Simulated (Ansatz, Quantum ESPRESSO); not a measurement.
**NiAl: the pressure in 2 programs**

The cell as given:

```
CELL_PARAMETERS angstrom
2.88100 0.00000 0.00000
0.00000 2.88100 0.00000
0.00000 0.00000 2.88100
ATOMIC_POSITIONS crystal
Ni 0.50000 0.50000 0.50000
Al 0.00000 0.00000 0.00000
```

Kept alike: task relaxation of cell and atoms; functional PBEsol; k mesh 9 × 9 × 9; occupations fermi-dirac, width 0.05 eV; collinear spin, ferromagnetic start. The mesh is that of the run's cell of 2 atoms. No spin-orbit coupling.

- A: Ansatz, all-electron LAPW, scalar-relativistic
- B: Quantum ESPRESSO, GBRV 1.5 PBEsol, cutoff 707 eV

| pressure (GPa) | A: volume (Å³/atom) | B: volume (Å³/atom) |
| --- | --- | --- |
| 0 | 11.711 | 11.718 |
| 5 | 11.400 | 11.404 |
| 10 | 11.126 | 11.129 |
| 20 | 10.661 | 10.667 |
| 30 | 10.279 | 10.287 |

Magnetic runs hold the state that their start led to. Values hold for each row's relaxed cell, which stops near the pressure aimed at. The runs follow the start's structure, whether or not it is the stable one at these pressures.

**Question.** How large is the effect of the pressure, and do the programs agree on it?

**Answer.** From 0 to 30 GPa the volume moves by -1.432 in A, -1.431 in B (Å³/atom). Row by row the programs differ by 0.003 to 0.008, and over this span the shifts, as printed, agree within 1 %.
